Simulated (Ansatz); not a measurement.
We consider rutile GeO2, described by PBEsol (plane waves, PAW; Ansatz, an electronic-structure program).

Run with plane-wave cutoff 520 eV, 8×8×12 k mesh (along the axes of the cell as run), Fermi–Dirac smearing 0.01 eV, scalar-relativistic PAW data made under PBE.

Shape and atoms are relaxed at each volume.

Pressure at four volumes; x = ln(V/9.425 Å³). One pressure is withheld.

| V (Å³/atom) | x | P (GPa) |
|---|---|---|
| 9.048 | -0.0408 | 10.20 |
| 9.425 | 0.0000 | 0.00 |
| 9.613 | 0.0198 | -4.13 |
| 9.802 | 0.0392 | ? |

Problem. Pass a parabola P(x) through the three rows shown, estimate the bulk modulus and its pressure derivative near zero pressure, and predict the withheld pressure.

Solution. Slopes between the rows: (0.00 − (10.20))/(0.0000 − (-0.0408)) = -250.00 and (-4.13 − (0.00))/(0.0198 − (0.0000)) = -208.59 GPa. Their difference over the span 0.0606 is c = 41.41/0.0606 = 683.3 GPa, so P(x) = 10.20 + (-250.00)(x − (-0.0408)) + 683.3 (x − (-0.0408))(x − (0.0000)). At the middle row B = −dP/dx = −[-250.00 + 683.3 × 0.0408] = 222.1 GPa, and B′ = dB/dP = 2c/B = 6.2. At x = 0.0392 the parabola gives -7.66 GPa; the run gives -7.67 GPa. The Birch–Murnaghan fit to the energies at all volumes has B0 = 221 GPa and B′ = 6.1.

Measured, for comparison: bulk modulus 251 GPa (room temperature, no zero-point or thermal correction, from measured elastic constants; as tabulated in Sevik and Bulutay (2007), arXiv:cond-mat/0610176). Computed (rounded) less measured: bulk modulus -12 %.

Note: the bulk modulus comes from volumes at which shape and atoms were relaxed.
